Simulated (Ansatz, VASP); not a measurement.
## Zr3S2 in VASP and in Ansatz

```
Zr S
1.0
     3.11181    1.79661    5.90634
    -3.11181    1.79661    5.90634
     0.00000   -3.59321    5.90634
Zr S
6 4
Direct
  0.07420 0.42580 0.75000
  0.75000 0.07420 0.42580
  0.42580 0.75000 0.07420
  0.92580 0.57420 0.25000
  0.25000 0.92580 0.57420
  0.57420 0.25000 0.92580
  0.83986 0.83986 0.83986
  0.66014 0.66014 0.66014
  0.16014 0.16014 0.16014
  0.33986 0.33986 0.33986
```

Alike in both runs: functional PBE; k mesh 3 × 3 × 3; occupations gaussian, width 0.1 eV; no spin polarisation.

Ansatz relaxed the structure, and its values are those at the end. VASP's run is a single point on that final structure, the one shown.

|  | VASP | Ansatz |
| --- | --- | --- |
| version | VASP 6.6.1 | Ansatz 0.2.0 |
| potentials or method | VASP PAW PBE potentials, release 64 (Zr_sv, S) | scalar-relativistic, plane waves, PAW |
| plane-wave cutoff (eV) | 520 | 420 |
| valence electrons in the cell | 96 | 96 |

|  | VASP | Ansatz | Ansatz less VASP |
| --- | --- | --- | --- |
| gap on the k mesh at the Fermi level (eV) | none | none | - |
| pressure (GPa) | 0.1 | 0.1 | -0.04 |
| rms of the force components (eV/Å) | 0.008 | 0.009 | +0.0007 |

A gap of «none» marks a metal or a gap that the smearing closes. With one functional, cell and mesh, what is left measures potentials, basis and numerics.

Caveats: the k mesh is coarse (spacing up to 0.41 Å⁻¹), so the values aren't converged.
